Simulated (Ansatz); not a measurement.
Density of states of ZnSe (F-43m, a = 5.732 Å, b = 5.732 Å, c = 5.732 Å, α = 90.00°, β = 90.00°, γ = 90.00°), in states per eV and primitive cell, averaged over bins of 0.3 eV. Theory: DFT PBE, scalar-relativistic, plane waves, PAW (Ansatz 0.2.0).

Settings: cutoff 420 eV, Γ-centred mesh 8×8×8 on the computed 2-atom cell, Gaussian smearing of 0.02 eV; no spin polarisation.

The cell is relaxed at this level. The states (both spins) are summed by tetrahedra on a 12×12×12 mesh at the self-consistent density. Energies are bin centres; the table starts no lower than −8 eV and ends at 6 eV, or lower where the solved bands end.

The gap is 1.15 eV at this level, with the zero inside it.

```
E − E_F (eV) total Zn 3d Se 4p Zn 4s Se 4s
       -6.90  16.81  15.63   1.06   0.11   0.00
       -6.60  15.69  15.38   0.15   0.08   0.07
       -6.30   0.83   0.79   0.01   0.01   0.03
       -6.00   0.00   0.00   0.00   0.00   0.00
       -5.70   0.00   0.00   0.00   0.00   0.00
       -5.40   0.47   0.02   0.32   0.11   0.01
       -5.10   2.73   0.19   1.62   0.85   0.05
       -4.80   1.10   0.12   0.64   0.28   0.05
       -4.50   0.65   0.08   0.37   0.15   0.04
       -4.20   0.45   0.05   0.26   0.09   0.04
       -3.90   0.34   0.04   0.20   0.07   0.03
       -3.60   0.31   0.03   0.20   0.05   0.02
       -3.30   1.46   0.09   1.24   0.06   0.02
       -3.00   1.39   0.08   1.18   0.06   0.02
       -2.70   1.74   0.09   1.53   0.05   0.02
       -2.40   1.98   0.10   1.75   0.04   0.01
       -2.10   1.92   0.10   1.71   0.03   0.01
       -1.80   1.91   0.10   1.70   0.02   0.01
       -1.50   1.83   0.10   1.64   0.01   0.01
       -1.20   1.04   0.06   0.93   0.01   0.00
       -0.90   0.57   0.04   0.51   0.00   0.00
       -0.60   0.10   0.01   0.09   0.00   0.00
       -0.30   0.00   0.00   0.00   0.00   0.00
        0.00   0.00   0.00   0.00   0.00   0.00
        0.30   0.00   0.00   0.00   0.00   0.00
        0.60   0.00   0.00   0.00   0.00   0.00
        0.90   0.01   0.00   0.00   0.00   0.00
        1.20   0.02   0.00   0.00   0.01   0.00
        1.50   0.04   0.00   0.01   0.02   0.01
        1.80   0.07   0.00   0.02   0.04   0.01
        2.10   0.26   0.00   0.06   0.14   0.03
        2.40   0.53   0.00   0.13   0.27   0.05
        2.70   0.76   0.00   0.16   0.31   0.05
        3.00   1.36   0.00   0.28   0.47   0.05
        3.30   2.11   0.01   0.46   0.73   0.06
        3.60   1.28   0.00   0.28   0.44   0.03
        3.90   0.90   0.00   0.18   0.27   0.01
        4.20   0.80   0.00   0.14   0.19   0.01
        4.50   0.67   0.00   0.09   0.11   0.00
        4.80   0.91   0.00   0.09   0.11   0.00
        5.10   1.85   0.00   0.15   0.17   0.01
        5.40   1.43   0.00   0.09   0.09   0.00
        5.70   0.77   0.00   0.03   0.02   0.00
```

The columns after the total are the Löwdin projections on the occupied valence shells of the potentials. The rest of the total lies in shells that are empty in the free atom, which aren't projected, and between the atoms.